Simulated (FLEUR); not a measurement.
## KF (Carobbiite) under changes of volume

One of the cells (19.074 Å³/atom); the others are scaled copies at fixed shape and fractional positions:

```
K F
1.0
     0.00000    2.67185    2.67185
     2.67185    0.00000    2.67185
     2.67185    2.67185    0.00000
K F
1 1
Direct
  0.00000 0.00000 0.00000
  0.50000 0.50000 0.50000
```

| Item | Value |
| --- | --- |
| Program | FLEUR MaX-R8.1 (later development tree) |
| Functional | r2SCAN |
| Potentials or basis | all-electron |
| Basis | FLAPW |
| Kmax | 4.1 1/bohr |
| k mesh | 9 × 9 × 9 |
| Occupations | fermi-dirac, width 0.05 eV |
| Spin | no spin polarisation |

| volume (Å³/atom) | energy over the lowest point (meV/atom) | gap on the mesh (eV) |
| --- | --- | --- |
| 17.929 | 4.59 | 7.16 |
| 18.311 | ? | ? |
| 19.074 | 0.00 | 6.83 |
| 19.837 | 5.51 | 6.68 |
| 20.218 | 9.59 | 6.56 |

Problem. What does the run at 18.311 Å³/atom give?

Solution. Energy over the lowest point 1.26 meV/atom; gap on the mesh 7.05 eV.

Worked out: A Birch-Murnaghan fit of order 2 (a polynomial in V^(-2/3)) to the other rows has its minimum at 18.81 Å³/atom with B0 = V·E''(V) = 34 GPa. It gives 1.25 meV/atom at 18.311 Å³/atom, against the run's 1.26. A parabola through the other rows of the gap, of slope -5.18 eV per unit of ln V (its deformation potential) there, gives 7.05 eV, against the run's 7.05.

Energies are extrapolated to zero smearing.

Caveats: the meta-GGA is that of a development version, with a GGA for the radial functions and cores and without core tails; an odd mesh through Γ misses points on the zone boundary, where band edges often lie.
